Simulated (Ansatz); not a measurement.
The system is TePb.

```xyz
2
Lattice="4.0023 0.0000 0.0000 0.0000 4.0023 0.0000 0.0000 0.0000 4.0023" Properties=species:S:1:pos:R:3 pbc="T T T"
Pb    0.0000    0.0000    0.0000
Te    2.0011    2.0011    2.0011
```

Measurements of this composition are mostly on another form, of space group No. 225.

* Program: Ansatz 0.2.0
* Task: relaxation of cell and atoms
* Functional: revPBE
* Dispersion: D3(BJ)
* Potentials or basis: Ansatz PAW
* Cutoff: 420 eV (not typed: the program's choice for these potentials)
* k mesh: 7 × 7 × 7
* Occupations: fermi-dirac, width 0.05 eV
* Spin: no spin polarisation

At the start: volume 32.05 Å³/atom.

Question: How do energy, volume and symmetry change on relaxing?

Answer: It ends after 4 steps and the volume is 29.97 Å³/atom (-6.5 %); space group Pm-3m (No. 221, to 0.05 Å).

The path:
| step | energy change (eV) | largest force (eV/Å) | volume (Å³) |
| --- | --- | --- | --- |
| 1 | 0.0000 | 0.0000 | 64.11 |
| 2 | -0.0290 | 0.0000 | 61.32 |
| 3 | -0.0337 | 0.0000 | 59.95 |
| 4 | -0.0331 | 0.0000 | 59.95 |

Final structure:
```
Pb Te
1.0
     3.91373    0.00000    0.00000
     0.00000    3.91373    0.00000
     0.00000    0.00000    3.91373
Pb Te
1 1
Cartesian
  0.0000 0.0000 0.0000
  1.9569 1.9569 1.9569
```

Caveat: the plane-wave basis is chosen anew once the cell has moved, so the energies of steps on either side of that aren't comparable; the PAW data sets come from PBE, with cores solved anew for the run's functional, which leaves a small shift of forces and pressure.
